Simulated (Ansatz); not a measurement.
Wanted: the native input for an Ansatz 0.2.0 run.

```
Task                : relaxation of cell and atoms
Functional          : PBEsol
Potentials or basis : all-electron LAPW, scalar-relativistic
Basis error allowed : 0.001 eV/atom
k mesh              : 7 × 7 × 7
Occupations         : fermi-dirac, width 0.05 eV
Spin                : no spin polarisation
```

The system is GaSb.

```xyz
2
Lattice="-2.7534 2.7534 1.5907 2.7534 -2.7534 1.5907 2.7534 2.7534 -1.5907" Properties=species:S:1:pos:R:3 pbc="T T T"
Sb    0.0000    0.0000    0.0000
Ga    0.0000    2.7534    0.7954
```

Measurements of this composition are mostly on another form, of space group No. 216.

These files were run (other wordings do the same):

input.yaml

```yaml
crystal:
  lattice:
    - [-2.753434, 2.753434, 1.590707]
    - [2.753434, -2.753434, 1.590707]
    - [2.753434, 2.753434, -1.590707]
  atoms:
    - { symbol: Sb, position: [0.0, 0.0, 0.0] }
    - { symbol: Ga, position: [0.75, 0.25, 0.5] }
kpoints:
  mp_grid: { grid: [7, 7, 7] }
scf:
  occupations: { method: fermi_dirac, width: 0.05 }
hamiltonian:
  xc: pbesol
  pseudopotentials: { kind: all_electron, lapw: { basis_error: 0.001 } }
output:
  forces: true
  stress: true
relax:
  f_tol: 0.01
  max_steps: 60
  cell: {}
```

Potentials or basis: all-electron LAPW, scalar-relativistic.

Command:

```sh
$ ansatz run input.yaml --threads 1 --pin off --max-ram 3072MiB --backend cpu --events-out ev --progress --plain --runs-dir out
```

It gave:

```json
{
  "Relaxed volume": "22.79 Å³/atom",
  "Relaxed cell": "a = 4.154 Å, b = 4.154 Å, c = 4.154 Å, α = 97.77°, β = 97.77°, γ = 136.86°",
  "Space group after relaxing (to 0.05 Å)": "I-4m2 (No. 119)",
  "Energy gained by relaxing": "18.7 meV/atom",
  "Ionic steps": "5",
  "Pressure after relaxing": "0.0 GPa"
}
```

Caveat: the k mesh is thin for a metal, which can move the energy by tens of meV per atom.

It took 54 s on 1 thread of Arm Neoverse V1 (shared host), peak memory 0.31 GiB.
